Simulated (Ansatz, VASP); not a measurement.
# Zn16HSe15N (N-H pair in ZnSe) in two plane-wave programs, part 2 of 2

Wanted: the spread between two codes on one cell, functional and k mesh. The cell is taken from a series of runs on this material, whose earlier steps may have relaxed, scaled, displaced or heated it; both programs get it as it stands.

VASP 6.6.1 and Ansatz 0.2.0.

So far. Step 2 (VASP: single point, HSE06): The run ends at a pressure of 0.35 GPa, with forces up to 41 eV/Å.

### Step 3. Ansatz: single point, HSE06

Level of this step: Ansatz beside VASP: Kohn-Sham DFT, plane waves, HSE06 (Ansatz).

Ansatz runs on its default PAW (the set named soft_2) files.

The same cell, functional, mesh and smearing now go to Ansatz.

input.yaml

```yaml
crystal:
  lattice:
    - [-5.73182924, 5.73182924, -5.73182924]
    - [5.73182924, 5.73182924, 5.73182924]
    - [5.73182924, -5.73182924, -5.73182924]
  atoms:
    - { symbol: Zn, position: [-0.002261049, -0.006055817, -0.002094007] }
    - { symbol: Zn, position: [-0.002264529, 0.247744806, 0.744097747] }
    - { symbol: Zn, position: [5.9709e-05, 0.50365467, 0.507579797] }
    - { symbol: Zn, position: [6.659e-05, 0.757420447, 0.253825476] }
    - { symbol: Zn, position: [0.244747989, -0.006451689, 0.743716194] }
    - { symbol: Zn, position: [0.253645403, 0.250089922, 0.507568212] }
    - { symbol: Zn, position: [0.179158607, 0.429177416, 0.179335507] }
    - { symbol: Zn, position: [0.253650177, 0.757414861, 0.00025466] }
    - { symbol: Zn, position: [0.515578611, -0.026577297, 0.515763354] }
    - { symbol: Zn, position: [0.507411733, 0.250084326, 0.253821738] }
    - { symbol: Zn, position: [0.507396876, 0.503662499, 0.000248635] }
    - { symbol: Zn, position: [0.515563858, 0.76557719, 0.723585772] }
    - { symbol: Zn, position: [0.743526211, -0.006464382, 0.244922989] }
    - { symbol: Zn, position: [0.743936513, 0.247746435, -0.002091067] }
    - { symbol: Zn, position: [0.743541977, 0.494768376, 0.743710465] }
    - { symbol: Zn, position: [0.723388793, 0.765603224, 0.515765259] }
    - { symbol: Se, position: [-0.000980337, 0.000922109, 0.751082812] }
    - { symbol: Se, position: [-0.002149162, 0.24786024, 0.495807686] }
    - { symbol: Se, position: [-0.005200338, 0.500445165, 0.250608851] }
    - { symbol: Se, position: [-0.002142511, 0.745654236, -0.001967267] }
    - { symbol: Se, position: [0.258871063, -0.002382795, 0.500731483] }
    - { symbol: Se, position: [0.250432944, 0.244809637, 0.250596567] }
    - { symbol: Se, position: [0.250422689, 0.500434217, -0.005032854] }
    - { symbol: Se, position: [0.258863356, 0.750559393, 0.74777636] }
    - { symbol: Se, position: [0.500542742, -0.002398009, 0.259043145] }
    - { symbol: Se, position: [0.495646457, 0.247872779, -0.001968865] }
    - { symbol: Se, position: [0.50054985, 0.508877234, 0.747766488] }
    - { symbol: "N", position: [0.535863436, 0.785896792, 0.536070994] }
    - { symbol: Se, position: [0.750901499, 0.000910232, -0.000818866] }
    - { symbol: Se, position: [0.750908864, 0.249028667, 0.751080527] }
    - { symbol: Se, position: [0.747584606, 0.508884082, 0.500713509] }
    - { symbol: Se, position: [0.747585109, 0.750548709, 0.259045827] }
    - { symbol: H, position: [0.464012635, 0.714051998, 0.46422472] }
basis:
  ecutwfc: 420
  xc_grid: 2
hamiltonian:
  xc: hse06
kpoints:
  mp_grid: { grid: [1, 1, 1] }
scf:
  occupations: { method: fermi_dirac, width: 0.01 }
  max_iter: 120
output:
  forces: true
checkpoint:
  read: "../relax.run"
```

Started as:

```
$ ansatz run input.yaml --threads 4 --pin off --max-ram 7536MiB --backend cpu --events-out ev --progress --plain --runs-dir out
```

Numbers of over 12 decimals in the logs are rounded to 6 here.

Log:

```text
Warning: at least one further symmetry operation maps every atom of the structure, as the run holds it, onto an atom to within 2.69e-5 (fractional), and is not used: no operation is sought that the atoms, as the run holds them, miss by more than 2.00e-5, twice crystal.symmetry.tolerance (1.0e-5). The run uses 1 unitary operations. The run imposes no operation that its atoms and lattice do not hold. Figures that only  [...]
Warning: checkpoint.read: the run can stay near the saved state's solution: 2 site(s) moved relative to the saved geometry (max |Δs| = 2.865e-2 fractional); the SCF starts from the saved state under `checkpoint.density_extrapolation: transplant`, in force with no word given; its orbitals are not used off its sites. A run without `checkpoint.read` takes nothing of the state. A lower free energy from it at the same positions (and U, V and field ramp, if any) shows a solution that this start missed, and an equal or higher one rules none out (checkpoint.read, Limitations, in the input reference)
exact exchange: scf.exx.singularity resolves to wigner_seitz, which cuts the screened interaction at the faces of the exchange supercell's Wigner-Seitz cell, so that each pair interacts once, at the shortest of its separations (the periodic images that this leaves out come, for a point-like exchange hole, to about 0.012 eV on a filled level). The cut falls within the interaction's reach, and what an exchange supercel [...]
Engine: ansatz 0.2.0, aarch64-unknown-linux-gnu
Pseudopotentials: kind: paw
Pseudopotential: Zn, paw, valence charge 12, recommended cutoff 420 eV (normal), Zn.paw.azcp
Pseudopotential: Se, paw, valence charge 16, recommended cutoff 420 eV (normal), Se.paw.azcp
Pseudopotential: N, paw, valence charge 5, recommended cutoff 420 eV (normal), N.paw.azcp
Pseudopotential: H, paw, valence charge 1, recommended cutoff 420 eV (normal), H.paw.azcp
Functional definition: HSE06
  parameter a = 0.25
  parameter omega = 0.11/bohr
  exchange = pbe_x - a*pbe_x_sr(omega) + a*exact_x_sr(omega)
  correlation = pbe_c
Crystal: 33 atoms, lattice volume = 753.251 Å³
Basis set: ecut = 420 eV, 14771 PW (Γ), exchange–correlation on 144×144×144 points (8 copies of the dense FFT grid, shifted against one another)
Bands: 263, of which v1, the nominal top of the filled ones, is band 219 counted from 1 (218 counted from 0)
Symmetry: 1 space group operations
Space group: P1 (ITA 1), of the structure as read, at distance tolerance 9.1e-5 Å
k-points: 1
Non-local potential: Zn, projectors of the file, l = 0: 2, l = 1: 2, l = 2: 3, l = 3: 1
Non-local potential: Se, projectors of the file, l = 0: 2, l = 1: 2, l = 2: 3, l = 3: 1
Non-local potential: N, projectors of the file, l = 0: 2, l = 1: 2, l = 2: 1
Non-local potential: H, projectors of the file, l = 0: 2, l = 1: 1
PAW form: soft (Blöchl's): semilocal exchange-correlation on the pseudo side does not see the compensation charge
PAW frozen core: Zn, regenerated for the run's functional, and the local potential with it (the file was generated under x = pbe(κ = 0.804, μ = 0.219515), c = pbe(β = 0.066725))
PAW frozen core: Se, regenerated for the run's functional, and the local potential with it (the file was generated under x = pbe(κ = 0.804, μ = 0.219515), c = pbe(β = 0.066725))
PAW frozen core: N, regenerated for the run's functional, and the local potential with it (the file was generated under x = pbe(κ = 0.804, μ = 0.219515), c = pbe(β = 0.066725))
[...]
Exchange kernel: α = 0.2500, screened, ω = 0.2079 Å⁻¹, Wigner–Seitz truncation, v(0) = 869.9606 eV·Å³, q-mesh 1×1×1, nearest image of the exchange supercell L = 9.93 Å, pair-density grid 40×40×40, without the augmentation charges, whose exchange is taken in its separable form (sized by the pseudopotential files, 60×60×60 at the most)
Frozen-core exchange: fock
SCF iter   1: F=—  HF=-135581.036428 eV  |F-HF|=—  |Δ(HF+E_count)|=         —  Δρ=1.96e-2  dr2=1.49e0  ethr=1.16e-7  ⟨swp⟩=13.0  Hψ=1574  notcnv=0
preconditioner: auto → none  [insulator: Δε(μ)=2.190 eV  Ē_g=13.318 eV  σ=0.010 eV  W_gap=1.00  n_scr=200 (ndim 8)  ℏωp=23.0 eV  f_vac=0.136  D(μ)=0.00/eV (n_scr^D=0)]
SCF iter   2: F=—  HF=-135580.525798 eV  |F-HF|=—  |Δ(HF+E_count)|=   5.11e-1  Δρ=5.91e-3  dr2=3.41e-1  ethr=1.16e-7  ⟨swp⟩=5.0  Hψ=1189  notcnv=0
SCF iter   3: F=—  HF=-135580.466208 eV  |F-HF|=—  |Δ(HF+E_count)|=   5.96e-2  Δρ=2.61e-3  dr2=3.84e-2  ethr=1.16e-7  ⟨swp⟩=5.0  Hψ=1010  notcnv=0
SCF iter   4: F=—  HF=-135580.647800 eV  |F-HF|=—  |Δ(HF+E_count)|=   1.82e-1  Δρ=1.97e-3  dr2=1.69e-2  ethr=1.16e-7  ⟨swp⟩=5.0  Hψ=1151  notcnv=0
SCF iter   5: F=—  HF=-135580.642423 eV  |F-HF|=—  |Δ(HF+E_count)|=   5.38e-3  Δρ=1.77e-4  dr2=1.18e-3  ethr=1.16e-7  ⟨swp⟩=4.0  Hψ=955  notcnv=0
SCF iter   6: F=—  HF=-135580.644994 eV  |F-HF|=—  |Δ(HF+E_count)|=   2.57e-3  Δρ=1.96e-4  dr2=4.06e-4  ethr=1.16e-7  ⟨swp⟩=5.0  Hψ=772  notcnv=0
SCF iter   7: F=-135580.644872 eV  HF=-135580.644879 eV  |F-HF|=6.72e-6  |Δ(HF+E_count)|=   1.15e-4  Δρ=3.15e-5  dr2=2.34e-5  ethr=8.23e-8  ⟨swp⟩=3.0  Hψ=534  notcnv=0
SCF 2 stopped early in 7 iterations: F = -135580.644872 eV  dr2 = 2.34e-5
  Residual-converged pass: ⟨swp⟩=4.0  Hψ=918  notcnv=0  max |occ|·‖R‖ = 3.5e-6 eV (tolerance 6.7e-6 eV)  dr2=2.31e-5  dr2_onsite=1.40e-6  max |Δocc| = 0.0e0
  greatest PAW one-centre occupation: 1.000 electrons in one spin orbital (limit 2), on the Se atom at site 21 (counted from 0), in its partial waves of l = 2
hybrid outer 1: dexx = +1.986e-1 eV, tail = 7.96e-4 eV
Exchange kernel: α = 0.2500, screened, ω = 0.2079 Å⁻¹, Wigner–Seitz truncation, v(0) = 869.9606 eV·Å³, q-mesh 1×1×1, nearest image of the exchange supercell L = 9.93 Å, pair-density grid 40×40×40, without the augmentation charges, whose exchange is taken in its separable form (sized by the pseudopotential files, 60×60×60 at the most)
Frozen-core exchange: fock
SCF iter   1: F=—  HF=-135580.639912 eV  |F-HF|=—  |Δ(HF+E_count)|=         —  Δρ=6.55e-5  dr2=3.53e-5  ethr=9.08e-7  ⟨swp⟩=10.0  Hψ=633  notcnv=0
preconditioner: auto → none  [insulator: Δε(μ)=2.227 eV  Ē_g=13.048 eV  σ=0.010 eV  W_gap=1.00  n_scr=200 (ndim 8)  ℏωp=23.0 eV  f_vac=0.138  D(μ)=0.00/eV (n_scr^D=0)]
SCF iter   2: F=—  HF=-135580.639929 eV  |F-HF|=—  |Δ(HF+E_count)|=   1.74e-5  Δρ=3.97e-5  dr2=1.28e-5  ethr=7.40e-9  ⟨swp⟩=4.0  Hψ=891  notcnv=0
SCF iter   3: F=—  HF=-135580.639925 eV  |F-HF|=—  |Δ(HF+E_count)|=   4.12e-6  Δρ=1.71e-5  dr2=3.45e-6  ethr=2.24e-9  ⟨swp⟩=3.0  Hψ=599  notcnv=0
SCF iter   4: F=—  HF=-135580.639940 eV  |F-HF|=—  |Δ(HF+E_count)|=   1.53e-5  Δρ=1.42e-5  dr2=1.41e-6  ethr=1.79e-10  ⟨swp⟩=7.0  Hψ=988  notcnv=0
SCF iter   5: F=—  HF=-135580.639940 eV  |F-HF|=—  |Δ(HF+E_count)|=   3.92e-7  Δρ=3.15e-6  dr2=1.17e-7  ethr=1.79e-10  ⟨swp⟩=4.0  Hψ=644  notcnv=0
SCF iter   6: F=-135580.639940 eV  HF=-135580.639940 eV  |F-HF|=2.15e-8  |Δ(HF+E_count)|=   6.04e-8  Δρ=1.02e-6  dr2=5.54e-8  ethr=1.72e-11  ⟨swp⟩=4.0  Hψ=659  notcnv=0
SCF 3 converged in 6 iterations: F = -135580.639940 eV  dr2 = 5.54e-8
  Residual-converged pass: ⟨swp⟩=2.0  Hψ=375  notcnv=0  max |occ|·‖R‖ = 5.8e-6 eV (tolerance 6.7e-6 eV)  dr2=5.54e-8  dr2_onsite=1.85e-8  max |Δocc| = 0.0e0
hybrid outer 2: dexx = +1.555e-5 eV, tail = 4.60e-7 eV, Δε = 4.68e-3 eV (about 1.64e-4 eV left of the loop's levels), ΔF = 7.65e-3 eV/Å (tail 1.47e-3)
hybrid SCF converged: 2 outer / 13 inner (+7 warm-up), last move |dexx| = 1.55e-5 eV, tail = 4.60e-7 eV
Stability not checked: this state was not tested for a lower state beside it, because the functional holds exact exchange (a hybrid, or Hartree-Fock), whose exchange loop this test does not read (fock_operator; see scf.lower_state_search)
Free energy (F): -135580.639939 eV
Frozen-core exchange: fock
Harris-Foulkes:  -135580.639939 eV  (|F-HF|=2.15e-8)
Internal energy: -135580.639939 eV  (E = F + TS)
E sigma→0 (E₀):  -135580.639939 eV
Fermi energy:    6.524796 eV
--- Per-component energies (eV) ---
  E_band       = -7098.954037
  E_kinetic    = 4009.218530
  E_local      = -69770.197695  (includes V_loc(G=0)·N_el)
  E_nonlocal   = 1014.528365
  E_hartree    = 32234.363243
  E_xc         = -3041.913006
  E_vxc        = -1902.735570  (∫ρ·V_xc dr)
  E_exx        = -1709.583104  (= α·E_x^exact, valence–valence)
  E_paw        = -57181.938707  (= ΣΔE_a)
  E_vpaw       = -1499.304699  (= ΣTr[D̂ρ^β])
  E_aug_tail   = -0.016879  (compensation charges beyond the density's cutoff)
  E_ewald      = -41129.264505
  E_core_change = -5.836175  (= ΣΔE_core)
  E_smearing   = -0.000000  (= −TS)
  E_closure    = -0.000005  (closes the sum)
  Σ components = -135580.639939   (vs F -135580.639939, Δ=-2.91e-11)
--- Forces (eV/Å), atoms counted from 1 ---
  atom   1  Zn     0.00206344     0.00155363    -0.00607030
  atom   2  Zn     0.00195333     0.00590127    -0.00178207
  atom   3  Zn    -0.00334641     0.00204843     0.00036761
  atom   4  Zn    -0.00332188    -0.00028435    -0.00209043
  atom   5  Zn    -0.00169127     0.00066189    -0.00044917
  atom   6  Zn    -0.00063533     0.00166982     0.00308504
  atom   7  Zn     0.03448123     0.03437911    -0.03489558
  atom   8  Zn    -0.00061266    -0.00340840    -0.00153375
  atom   9  Zn     0.00388324     0.00348098    -0.10050166
  atom  10  Zn     0.00164960    -0.00062648     0.00358159
  atom  11  Zn     0.00134560    -0.00330086     0.00048205
  atom  12  Zn     0.00390189     0.10084122    -0.00371304
  atom  13  Zn    -0.00000632    -0.00115977    -0.00012649
  atom  14  Zn     0.00615433     0.00169591    -0.00185061
  atom  15  Zn     0.00012779     0.00023597     0.00151495
  atom  16  Zn     0.10051388     0.00359419    -0.00375143
  atom  17  Se    -0.00227296    -0.01002529     0.01010038
  atom  18  Se    -0.00213587     0.00027319     0.00252717
  atom  19  Se    -0.00957664     0.00219190    -0.00220599
  atom  20  Se    -0.00214629    -0.00239400    -0.00011532
  atom  21  Se     0.00014440    -0.00257823    -0.00789873
  atom  22  Se     0.00251569     0.00219152     0.00974441
  atom  23  Se     0.00238930    -0.00933769    -0.00214619
  atom  24  Se     0.00023041     0.00798604     0.00250007
  atom  25  Se    -0.00206755     0.00057796    -0.00853235
  atom  26  Se    -0.00003530    -0.00248308     0.00224339
  atom  27  Se    -0.00199410     0.00801891    -0.00038371
  atom  28  N     21.94395424    21.94788375   -21.94827346
  atom  29  Se    -0.00908525    -0.00227768     0.00902883
  atom  30  Se    -0.00956646    -0.00927560     0.00221644
  atom  31  Se     0.00853913    -0.00235016    -0.00095218
  atom  32  Se     0.00869487     0.00073566     0.00242109
  atom  33  H    -22.07414702   -22.07647609    22.07751697
  max |Σ_I F_I| component: 9.89e-5 eV/Å
--- Band table (eV) ---
  k-point 0: bands = [... 215 lower, 4.7730, 5.3481, 5.4075, 5.4075, 7.6352]
  guard bands above this table: 43 of the run's 263 bands. The solve was not asked for them (output.publish_guard_bands: true or output.eigenvalues: true publishes all)
```

### Step 4. Side by side

Known differences besides the potentials themselves: exact exchange at q = 0 is treated differently, which shows on coarse meshes; VASP keeps PBE cores, Ansatz makes them for the functional; the data sets hold 438 valence electrons in Ansatz (on its default PAW (the set named soft_2) files) and 288 in VASP; the cutoff is 420 eV in Ansatz and 520 eV in VASP (PREC = Accurate, projectors in real space); VASP takes a coarser grid for exact exchange (PRECFOCK = Fast). Total energies have different zeros and are not compared.

The two programs side by side:

```tsv
quantity	Ansatz	VASP	difference
gap on the k mesh (eV)	2.228	2.243	-0.016
```

Forces on 7 of the 33 atoms, those with the largest forces and the largest differences (eV/Å; atoms numbered as in POSCAR):

```tsv
atom	Ansatz x, y, z	VASP x, y, z
Zn7	0.034, 0.034, -0.035	0.035, 0.036, -0.036
Zn9	0.004, 0.003, -0.101	0.031, 0.031, -0.076
Zn12	0.004, 0.101, -0.004	0.031, 0.077, -0.031
Zn16	0.101, 0.004, -0.004	0.076, 0.031, -0.031
Se28	-0.009, -0.002, 0.009	-0.011, 0.012, 0.010
N32	21.944, 21.948, -21.948	23.294, 23.297, -23.298
H33	-22.074, -22.076, 22.078	-23.462, -23.464, 23.466
```

The forces differ by 337 meV/Å r.m.s., which is 5.9 % of the r.m.s. force of 5.756 eV/Å (both taken over all components). A gap on the mesh is an upper bound, since the band edges may lie between its points.

### Step 5. Results

| Property | Result |
| --- | --- |
| r.m.s. force difference (single point, HSE06) | 5.9 % of the r.m.s. force |

The r.m.s. force difference is 5.9 % of the r.m.s. force (single point, HSE06), beyond the 3 % picked in this series as the mark of a large difference. The data sets hold unlike numbers of valence electrons (438 in Ansatz and 288 in VASP), so part of the differences comes from the potentials. What causes the difference of the single point, HSE06 pair stays open here. How closely two codes agree says nothing of how well the functional describes the real material.

[Lines on the potential files, build, host, timing and source positions are cut from VASP's logs without a mark.]

[Logs are printed without paths, hosts, clocks, repeated set-up lines and the standing remarks that a program may print on its own settings, such as how far it seeks lower states.]

[Hosts, paths, dates, database ids (printed as entryN), source tags and the programs' standing remarks are cut or masked in the printed files.]
